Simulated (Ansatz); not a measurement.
Si3N4:

```
Si N
1.0
     4.13078    0.00000    0.00000
     0.00000    4.13078    0.00000
     0.00000    0.00000    4.13078
Si N
3 4
Direct
  0.00000 0.00000 0.50000
  0.50000 0.00000 0.00000
  0.00000 0.50000 0.00000
  0.23952 0.23952 0.76048
  0.76048 0.76048 0.76048
  0.23952 0.76048 0.23952
  0.76048 0.23952 0.23952
```

The cell was built by a generator and needn't be a form met in nature.

Base run:

| Quantity | Value |
| --- | --- |
| Program | Ansatz 0.2.0 |
| Functional | PBE |
| Potentials or basis | Ansatz PAW |
| Cutoff | 250 eV |
| Density cutoff | 1000 eV |
| k mesh | 7 × 7 × 7 |
| Occupations | fermi-dirac, width 0.05 eV |
| Spin | no spin polarisation |

Its results: band gap on the k mesh 2.69 eV, indirect (least direct gap 2.90 eV); pressure 1.7 GPa; largest force 0.194 eV/Å.

Question: The run is repeated on the same cell with these changes: cutoff from 250 eV to 420 eV (not typed: the program's choice for these potentials); k mesh from 7 × 7 × 7 to 3 × 3 × 3. What comes out?

Answer: Band gap on the k mesh 2.84 eV, indirect (least direct gap 2.93 eV); pressure 0.0 GPa; largest force 0.008 eV/Å.

Caveats: some runs use coarse meshes; odd divisions of the mesh miss points on the zone boundary, where band edges often lie, so the gap on the mesh can be too wide; the pressure holds a Pulay correction of +39.4 GPa for the finite cutoff (some runs); the cutoff lies under the one recommended for these potentials (some runs).

A k mesh can miss the band edges.
